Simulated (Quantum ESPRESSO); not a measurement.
**ZnS (Wurtzite-2H) in Quantum ESPRESSO: convergence with density cutoff**

Input of the first run (density cutoff 220 Ry); the others differ in this setting and in those tied to it:

Contents of pw.in:

```
&CONTROL
  calculation = 'scf'
  prefix = 'pwscf'
  outdir = './tmp'
  pseudo_dir = './pseudo'
  tprnfor = .true.
  tstress = .true.
  disk_io = 'nowf'
/
&SYSTEM
  ibrav = 0
  nat = 4
  ntyp = 2
  ecutwfc = 55
  ecutrho = 220
  nbnd = 36
  occupations = 'smearing'
  smearing = 'mv'
  degauss = 0.00734986
/
&ELECTRONS
  conv_thr = 8d-10
  electron_maxstep = 120
  mixing_beta = 0.5
/
ATOMIC_SPECIES
Zn    65.3800 Zn_pbe_v1.uspp.F.UPF
S     32.0600 s_pbe_v1.4.uspp.F.UPF
CELL_PARAMETERS angstrom
   3.8110000000    0.0000000000    0.0000000000
  -1.9055000000    3.3004228138    0.0000000000
   0.0000000000    0.0000000000    6.2340000000
ATOMIC_POSITIONS crystal
Zn     0.6666666667    0.3333333333    0.5000000000
Zn     0.3333333333    0.6666666667    0.0000000000
S      0.6666666667    0.3333333333    0.8850000000
S      0.3333333333    0.6666666667    0.3850000000
K_POINTS automatic
8 8 5 0 0 0
```

Potentials or basis: SSSP 1.3 efficiency PBE.

Command:

```bash
$ OMP_NUM_THREADS=1 pw.x -in pw.in > pw.out
```

Hardware: 1 thread of Arm Neoverse V1, on a shared host.

| density cutoff | energy less the tightest run, at zero smearing (meV/atom) | SCF cycles | CPU time (s) | peak memory (GiB) |
| --- | --- | --- | --- | --- |
| 220 Ry | -0.01 | 10 | 87 | 0.2 |
| 275 Ry | -0.02 | 10 | 89 | 0.23 |
| 330 Ry | -0.06 | 10 | 91 | 0.28 |
| 385 Ry | 0.00 | 10 | 94 | 0.33 |
| 440 Ry | -0.04 | 10 | 96 | 0.38 |
| 550 Ry | 0.00 | 10 | 100 | 0.5 |
| 660 Ry | 0.00 | 10 | 110 | 0.62 |
| 880 Ry | 0.00 | 10 | 130 | 0.87 |

Against the tightest run, the energy stays within 1 meV/atom from 220 Ry on. The tightest run that finished is the yardstick and may itself not be fully converged.

Caveat, for the tightest run too: this smearing can shift energies of a crystal with a gap.
